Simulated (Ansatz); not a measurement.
**Ni (simple cubic): energy against volume**

Theory: Ansatz 0.2.0, DFT, revPBE, plane waves (420 eV) with PAW, scalar-relativistic. The PAW files were generated under PBE, with cores re-solved for the functional.

The cell is scaled uniformly from the relaxed one, with fractional coordinates and shape fixed. Energies are extrapolated to zero smearing, pressures are those at the given smearing. Magnetic state: ferromagnetic.

A Birch-Murnaghan fit gives V₀ = 12.95 Å³/atom, B₀ = 123 GPa, B₀′ = 5.3.

Question: What are the energy above the minimum and the pressure at 11.378 Å³/atom?

Answer: 96.0 meV/atom and 22.73 GPa as computed.

Question: What are the energy above the minimum and the pressure at 13.964 Å³/atom?

Answer: 26.4 meV/atom and -7.57 GPa as computed.

Question: What are the energy above the minimum and the pressure at 14.481 Å³/atom?

Answer: 55.4 meV/atom and -10.37 GPa as computed.
